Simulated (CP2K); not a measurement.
Crystal: BAs.

```
As B
1.0
     3.37785    0.00000    0.00000
     1.68892    2.92530    0.00000
     1.68892    0.97510    2.75800
As B
1 1
Direct
  0.75000 0.75000 0.75000
  0.00000 0.00000 0.00000
```

Base run:

```yaml
Program: CP2K 2026.2
Functional: MS2
Potentials_or_basis: POTENTIAL_UZH As GTH-PBE-q5, B GTH-PBE-q3; TZVP-MOLOPT-PBE-GTH basis
Density_cutoff: 9184 eV
k_mesh: 10 × 10 × 10
Occupations: fermi-dirac, width 0.05 eV
Spin: no spin polarisation
```

Its results: band gap on the k mesh 1.78 eV, indirect (least direct gap 4.15 eV); pressure 1.7 GPa.

**Question.** After a change of settings the same cell gave: band gap on the k mesh 1.21 eV, indirect (least direct gap 3.33 eV); pressure 3.6 GPa. Which change was it?
A. functional from MS2 to PBE
B. functional from MS2 to BLYP
C. functional from MS2 to optB88-vdW
D. functional from MS2 to AM05

**Answer.** A.

MS2 gives the wider gap, since meta-GGAs in the generalised Kohn-Sham scheme recover part of the derivative discontinuity.

Caveats: the basis of atomic orbitals isn't converged, which shifts pressures, moduli and gaps; the potentials were made for another functional, which shifts forces and pressure (some runs).
